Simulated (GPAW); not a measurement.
# WC (Qusongite) (P-6m2) in GPAW: notebook

Aim: see how the results for WC (Qusongite) move with the level of theory and the settings. Levels: PBE, r2SCAN. Tasks: single point.

Program: GPAW 26.7.0. These are calculated values, not measurements. Logs are shortened: lines on timing, memory, paths and dates and some standing lists are left out, and cuts for length are marked. The log counts tension as positive stress, the text compression.

## Step 1: Starting point

The structure is hexagonal, space group P-6m2 (No. 187). Conventional cell: a = 2.907 Å, b = 2.907 Å, c = 2.837 Å, α = 90.00°, β = 90.00°, γ = 120.00°. W (site symmetry -6m2) is surrounded by 6 C at 2.20 Å. C (site symmetry -6m2) is surrounded by 6 W at 2.20 Å.

## Step 2: Single point, PBE

run.py reads:

```python
from ase.dft.bandgap import bandgap
from ase.io import read, write
from ase.units import GPa
from gpaw import GPAW, PW

atoms = read('WC.cif')

calc = GPAW(mode=PW(600),
            xc='PBE',
            kpts={'size': (8, 8, 8), 'gamma': True},
            occupations={'name': 'fermi-dirac', 'width': 0.05},
            nbands=19,
            maxiter=120,
            txt='gpaw.txt')
atoms.calc = calc
energy = atoms.get_potential_energy()
forces = atoms.get_forces()
stress = atoms.get_stress()
calc.write('gs.gpw')
write('result.traj', atoms)
print(f'Energy: {energy:.6f} eV')
print('Forces (eV/A):')
print(forces.round(4))
print('Stress (GPa):', (stress / GPa).round(3))
print('Fermi level:', round(calc.get_fermi_level(), 4), 'eV')
print(f'Gap: {bandgap(calc)[0]:.4f} eV, direct: {bandgap(calc, direct=True)[0]:.4f} eV')
```

WC.cif reads:

```cif
data_WC
_cell_length_a 2.90650000
_cell_length_b 2.90650000
_cell_length_c 2.83660000
_cell_angle_alpha 90.00000000
_cell_angle_beta 90.00000000
_cell_angle_gamma 120.00000000
_space_group_name_H-M_alt 'P-6m2'
_space_group_name_Hall 'P -6 2'
_space_group_IT_number 187
loop_
_space_group_symop_operation_xyz
'x,y,z'
'-x+y,-x,-z'
'-y,x-y,z'
'x,y,-z'
'-x+y,-x,z'
'-y,x-y,-z'
'-y,-x,-z'
'x,x-y,z'
'-x+y,y,-z'
'-y,-x,z'
'x,x-y,-z'
'-x+y,y,z'
loop_
_atom_site_label
_atom_site_type_symbol
_atom_site_symmetry_multiplicity
_atom_site_Wyckoff_symbol
_atom_site_fract_x
_atom_site_fract_y
_atom_site_fract_z
_atom_site_occupancy
W1 W 1 a 0.0000000000 0.0000000000 0.0000000000 1
C1 C 1 f 0.6666666667 0.3333333333 0.5000000000 1
```

Potentials or basis: GPAW PAW data sets (gpaw-data 1.2.1), pw.

The run is started by

```bash
$ OMP_NUM_THREADS=1 python run.py
```

gpaw.txt:

```text
__  _  _
 | _ |_)|_||  |
 |__||  | ||/\| - 26.7.0

Input parameters:
  mode=PW(ecut=600.0),
  kpts=MonkhorstPack(size=(8, 8, 8), gamma=True),
  maxiter=120,
  nbands=19,
  occupations=Occupations(name='fermi-dirac', width=0.05),
  xc=XC(name='PBE')

Diagonalizing LCAO Hamiltonian
Converting LCAO to pw mode

           C

       W

Atoms  # Å, Bohr magnetons
|   | symbol |        x |        y |        z |    initial magnetic moments |
|---|--------|----------|----------|----------|-----------------------------|
| 0 |      W | 0.000000 | 0.000000 | 0.000000 | ( 0.0000,  0.0000,  0.0000) |
| 1 |      C | 1.453250 | 0.839034 | 1.418300 | ( 0.0000,  0.0000,  0.0000) |

Unit cell  # Å
| periodic |         x |        y |        z |  lengths |     angles |
|----------|-----------|----------|----------|----------|------------|
|      yes |  2.906500 | 0.000000 | 0.000000 | 2.906500 |  90.000000 |
|      yes | -1.453250 | 2.517103 | 0.000000 | 2.906500 |  90.000000 |
|      yes |  0.000000 | 0.000000 | 2.836600 | 2.836600 | 120.000000 |

Number of symmetries: 12
Symmetry operations  # r_c * U_cc + t_c -> r_c
|    | kind |            matrix            |
|----|------|------------------------------|
|  0 |  σ   |  1, 1, 0,  0,-1, 0,  0, 0, 1 |
|  1 |  C2  |  1, 1, 0,  0,-1, 0,  0, 0,-1 |
|  2 |  E   |  1, 0, 0,  0, 1, 0,  0, 0, 1 |
|  3 |  σ   |  1, 0, 0,  0, 1, 0,  0, 0,-1 |
|  4 |  C3  |  0, 1, 0, -1,-1, 0,  0, 0, 1 |
|  5 |  S3  |  0, 1, 0, -1,-1, 0,  0, 0,-1 |
|  6 |  σ   |  0,-1, 0, -1, 0, 0,  0, 0, 1 |
|  7 |  C2  |  0,-1, 0, -1, 0, 0,  0, 0,-1 |
|  8 |  σ   | -1, 0, 0,  1, 1, 0,  0, 0, 1 |
|  9 |  C2  | -1, 0, 0,  1, 1, 0,  0, 0,-1 |
| 10 |  C3  | -1,-1, 0,  1, 0, 0,  0, 0, 1 |
| 11 |  S3  | -1,-1, 0,  1, 0, 0,  0, 0,-1 |

BZ-sampling:
  Number of BZ points: 512
  Number of IBZ points: 50

  Monkhorst-Pack size: [8, 8, 8]
  Monkhorst-Pack shift: [0.0625, 0.0625, 0.0625]

K-points  # in reciprocal-cell coordinates
|     |                                coordinates |     weight |
|-----|--------------------------------------------|------------|
|   0 | (  0.00000000,   0.00000000,   0.00000000) | 0.00195312 |
|   1 | (  0.00000000,   0.00000000,   0.12500000) | 0.00390625 |
|   2 | (  0.00000000,   0.00000000,   0.25000000) | 0.00390625 |
|   3 | (  0.00000000,   0.00000000,   0.37500000) | 0.00390625 |
|   4 | (  0.00000000,   0.00000000,   0.50000000) | 0.00195312 |
|   5 | (  0.12500000,   0.00000000,   0.00000000) | 0.01171875 |
|   6 | (  0.12500000,   0.00000000,   0.12500000) | 0.02343750 |
|   7 | (  0.12500000,   0.00000000,   0.25000000) | 0.02343750 |
|   8 | (  0.12500000,   0.00000000,   0.37500000) | 0.02343750 |
|   9 | (  0.12500000,   0.00000000,   0.50000000) | 0.01171875 |
| ... |                                            |            |
|  49 | (  0.50000000,   0.50000000,   0.50000000) | 0.00585938 |

Plane wave coefficients: 702
Cutoff: 600.0 eV

Spin-components: 1 (collinear spins)
Bands:           19
Projectors:      11
Spin-degeneracy: 2
Datatype:        complex128

Parallelization:
  kpt:    1
  domain: 1
  band:   1

Density:
  Valence electrons: 18.0
  Components: 1
  Grid points: [18 18 18]
  Charge: 0.0  # |e|

Potential:
  Grid points: [18 18 18]

species:
  W:
    name:    Tungsten
    Z:       74.0
    valence: 14
    core:    60
    charge:  0.0  # [|e|]
    compensation charges:
      type: gauss
      rc: 0.40  # [Å]
      lmax: 2
    cutoffs:
      filter: 2.36  # [Å]
      core: 3.02  # [Å]
    projectors
    | kind |    occ | energy [eV] | rcut [Å] |
    |------|--------|-------------|----------|
    |   5s |  2.000 |     -78.830 |    1.344 |
    |   6s |  2.000 |      -5.697 |    1.344 |
    |   5p |  6.000 |     -43.233 |    1.355 |
    |   6p |  0.000 |      -1.367 |    1.355 |
    |   5d |  4.000 |      -4.494 |    1.228 |
    |    d |        |      22.717 |    1.228 |

    Using partial waves for W as LCAO basis

  C:
    name:    Carbon
    Z:       6.0
    valence: 4
    core:    2
    charge:  0.0  # [|e|]
    compensation charges:
      type: gauss
      rc: 0.20  # [Å]
      lmax: 2
    cutoffs:
      filter: 1.14  # [Å]
      core: 1.14  # [Å]
    projectors
    | kind |    occ | energy [eV] | rcut [Å] |
    |------|--------|-------------|----------|
    |   2s |  2.000 |     -13.751 |    0.635 |
    |   2p |  2.000 |      -5.284 |    0.635 |
    |    s |        |      13.461 |    0.635 |
    |    p |        |      21.927 |    0.635 |
    |    d |        |       0.000 |    0.635 |

    Using partial waves for C as LCAO basis

Reference energy: -439799.299771  # eV

eigensolver:
  PPCG
  Converge bands: occupied
  niter=2

density mixing:
  MSR1-Mixer
  Pratt-step length: 0.05
  Maximum mixing coefficient: 0.75
  Old densities: 10
  SVD Regularization: 0.005
  Good broyden scale: 1.0
  Trust region scale: 1.0
  Backstep threshold: 4.0
  History deletion threshold: 6.0
  Fourier metric: weight=20.0, sigma=0.015

occupation numbers:
  Fermi-Dirac:
    width: 0.0500  # eV

poisson solver:
  ecut: 4800.0  # eV

xc functional:
  name: PBE with 2 nearest neighbor stencil

convergence criteria:
- Maximum [total energy] change in last 3 cyles: 0.0005 eV / valence electron
- Maximum integral of absolute [dens]ity change: 0.0001 electrons / valence electron
- Maximum integral of absolute [eigenst]ate change: 4e-08 eV^2 / valence electron
maximum number of iterations: 120

SCF iterations
|iter     | |      energy | eigst |  dens |
|---------|-|-------------|-------|-------|
|iter:   1| |  -22.645374 | -0.16 |       |
|iter:   2| |  -22.164299 | -2.70 | -0.93 |
|iter:   3| |  -21.096418 | -1.75 | -0.99 |
|iter:   4| |  -21.103740 | -3.69 | -1.70 |
|iter:   5| |  -21.111302 | -3.74 | -1.93 |
|iter:   6| |  -21.111221c| -5.60 | -3.04 |
|iter:   7| |  -21.111223c| -6.87 | -3.62 |
|iter:   8| |  -21.111222c| -8.28c| -4.27c|

Converged in 8 steps
Energy contributions relative to reference atoms: (reference = -439799.299771)

Energy contributions:
  Kinetic:          17.194773
  Coulomb:         -18.857013
  Zero:              0.055751
  External:          0.000000
  Xc:              -19.503149
  Entropy:          -0.003167
  Spinorbit:         0.000000
  ----------------------------
  Free energy:     -21.112806
  Extrapolated:    -21.111222

dipole moment: (-4.700417, -9.802130, -10.578426)  # |e|*Ang

Fermi level: 14.169
Eigenvalues  # (at kpt = [0.000, 0.000, 0.000])
| band index |      eig [eV] | occ [0-2] |
|------------|---------------|-----------|
|          0 |       -59.641 |     2.000 |
|          1 |       -23.894 |     2.000 |
|          2 |       -23.778 |     2.000 |
|          3 |       -23.778 |     2.000 |
|          4 |        -0.279 |     2.000 |
|          5 |         9.847 |     2.000 |
[... 8 lines left out ...]
|         14 |        28.533 |     0.000 |
|         15 |        30.949 |     0.000 |
|        ... |               |           |
|         18 |        38.126 |     0.000 |

No gap
No difference between direct/indirect transitions

Forces  # eV/Ang
|        x |        y |       z |
|----------|----------|---------|
| -0.00000 | -0.00000 | 0.00000 |  # W    0
| -0.00000 |  0.00000 | 0.00000 |  # C    1

Stress tensor  # eV/Ang^3
|         x |         y |         z |
|-----------|-----------|-----------|
| -0.037213 | -0.000000 |  0.000000 |
| -0.000000 | -0.037213 |  0.000000 |
|  0.000000 |  0.000000 | -0.027457 |

# Writing to gs.gpw (mode='')
```

Run time: 11 s. Hardware: 1 thread of AMD EPYC 7R43 (Zen 3), shared host; peak memory 0.15 GiB.

What came out:

| Property | Result |
| --- | --- |
| Free energy | -21.1128 eV |
| Pressure | 5.4 GPa |
| Band gap on the k mesh | none (metal or under the smearing width) |

Caveat: the cutoff is short for stress and forces, so pressures can be off by a GPa or more.

## Step 3: Single point, r2SCAN

Changes to run.py since step 2:

```diff
@@ -5,6 +5,6 @@
 
-atoms = read('WC.cif')
+atoms = read('POSCAR')
 
-calc = GPAW(mode=PW(600),
-            xc='PBE',
+calc = GPAW(mode=PW(650),
+            xc='MGGA_X_R2SCAN+MGGA_C_R2SCAN',
             kpts={'size': (8, 8, 8), 'gamma': True},
```

POSCAR reads:

```
WC
1.0
    2.9065000000      0.0000000000      0.0000000000
   -1.4532500000      2.5171028361      0.0000000000
    0.0000000000      0.0000000000      2.8366000000
W C
1 1
Direct
    0.0000000000      0.0000000000      0.0000000000
    0.6666666667      0.3333333333      0.5000000000
```

Potentials or basis: GPAW PAW data sets (gpaw-data 1.2.1), pw.

The run is started by

```bash
$ OMP_NUM_THREADS=1 python run.py
```

Run time: 62 s. Hardware: 1 thread of AMD EPYC (Zen 3), shared host; peak memory 0.28 GiB.

Results (log left out):

| Quantity | Value |
| --- | --- |
| Free energy | -35.6656 eV |
| Pressure | 1.0 GPa |
| Band gap on the k mesh | none (metal or under the smearing width) |

Stress tensor (GPa, compression positive):
```
 2.16  0.00  0.00
 0.00  2.16  0.00
 0.00  0.00 -1.24
```

Levels at points of the mesh, in eV from the Fermi level:
```
           k point  band 7  band 8  band 9  band 10  band 11  band 12
(0.00, 0.00, 0.00)   -3.52   -3.52    0.05     3.38     3.38     5.93
(0.00, 0.00, 0.50)   -2.14   -2.14   -0.61    -0.61     3.76     4.84
(0.50, 0.50, 0.00)   -3.80   -3.72   -0.56     2.46     4.72     5.07
(0.50, 0.50, 0.50)   -4.52   -4.41    0.20     4.57     5.43     6.98
```

Caveat: the cutoff is short for stress and forces, so pressures can be off by a GPa or more; the PAW data sets were made with another functional, which shifts forces and pressure a little. The run has no spin-orbit coupling, so splittings on W are missing.

## Step 4: Single point, PBE

Changes to run.py since step 3:

```diff
@@ -5,6 +5,6 @@
 
-atoms = read('POSCAR')
+atoms = read('WC.xyz')
 
-calc = GPAW(mode=PW(650),
-            xc='MGGA_X_R2SCAN+MGGA_C_R2SCAN',
+calc = GPAW(mode=PW(600),
+            xc='PBE',
             kpts={'size': (8, 8, 8), 'gamma': True},
```

WC.xyz reads:

```xyz
2
Lattice="2.9065000000 0.0000000000 0.0000000000 -1.4532500000 2.5171028361 0.0000000000 0.0000000000 0.0000000000 2.8366000000" Properties=species:S:1:pos:R:3 pbc="T T T"
W      0.0000000000      0.0000000000      0.0000000000
C      1.4532500001      0.8390342786      1.4183000000
```

The run is started by

```bash
$ OMP_NUM_THREADS=1 python run.py
```

Run time: 34 s. Hardware: 1 thread of Intel Xeon at 2.50GHz (Skylake/Cascade Lake), shared host; peak memory 0.15 GiB.

Results (log left out):

| Property | Result |
| --- | --- |
| Free energy | -21.1128 eV |
| Pressure | 5.4 GPa |
| Band gap on the k mesh | none (metal or under the smearing width) |

Stress tensor (GPa, compression positive):
```
5.96 0.00 0.00
0.00 5.96 0.00
0.00 0.00 4.40
```

Levels at points of the mesh, in eV from the Fermi level:
```csv
k point,band 5,band 6,band 7,band 8,band 9,band 10,band 11,band 12,band 13,band 14
"(0.00, 0.00, 0.00)",-14.45,-4.32,-3.35,-3.35,0.05,3.21,3.21,5.59,5.59,6.38
"(0.00, 0.00, 0.50)",-10.46,-8.63,-2.04,-2.04,-0.60,-0.60,3.64,4.50,4.50,10.01
"(0.50, 0.50, 0.00)",-11.12,-7.05,-3.64,-3.58,-0.50,2.32,4.51,4.86,6.84,9.67
"(0.50, 0.50, 0.50)",-11.31,-6.46,-4.33,-4.23,0.26,4.41,5.28,6.61,9.15,10.15
```

Caveat: the cutoff is short for stress and forces, so pressures can be off by a GPa or more. The run has no spin-orbit coupling, so splittings on W are missing.
